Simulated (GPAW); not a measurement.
Crystal: In.

```
In
1.0
    -1.62547    1.62547    2.47370
     1.62547   -1.62547    2.47370
     1.62547    1.62547   -2.47370
In
1
Direct
  0.00000 0.00000 0.00000
```

| Item | Value |
| --- | --- |
| Program | GPAW 26.7.0 |
| Task | relaxation of cell and atoms |
| Functional | PBEsol |
| Dispersion | D3(BJ)+ATM |
| Potentials or basis | PAW data sets generated in the run's folder for this functional |
| Cutoff | 600 eV |
| Basis | pw |
| k mesh | 10 × 10 × 10 |
| Occupations | fermi-dirac, width 0.05 eV |
| Spin | no spin polarisation |

At the start: pressure -3.4 GPa; volume 26.14 Å³/atom.

Q: Where does the relaxation end?

A: Over 8 steps the energy falls by 33.1 meV/atom and the volume is 24.25 Å³/atom (-7.3 %); space group Fm-3m (No. 225, to 0.05 Å).

The path:
```
step  energy change (eV)  largest force (eV/Å)  pressure (GPa)  volume (Å³)
   1              0.0000                0.0000           -3.39        26.14
   2             -0.0130                0.0000           -2.49        25.53
   3             -0.0272                0.0000            0.91        23.86
   4             -0.0286                0.0000            0.37        24.08
   5             -0.0313                0.0000           -0.22        24.34
   6             -0.0328                0.0000           -0.52        24.48
   7             -0.0331                0.0000           -0.21        24.34
   8             -0.0331                0.0000            0.00        24.25
```

Final structure:
```
In
1.0
    -1.62225    1.62225    2.30335
     1.62225   -1.62225    2.30335
     1.62225    1.62225   -2.30335
In
1
Direct
  0.00000 0.00000 0.00000
```

Caveat: later steps reuse the first step's grids; pairwise dispersion overbinds metals, which lowers pressure and volume.
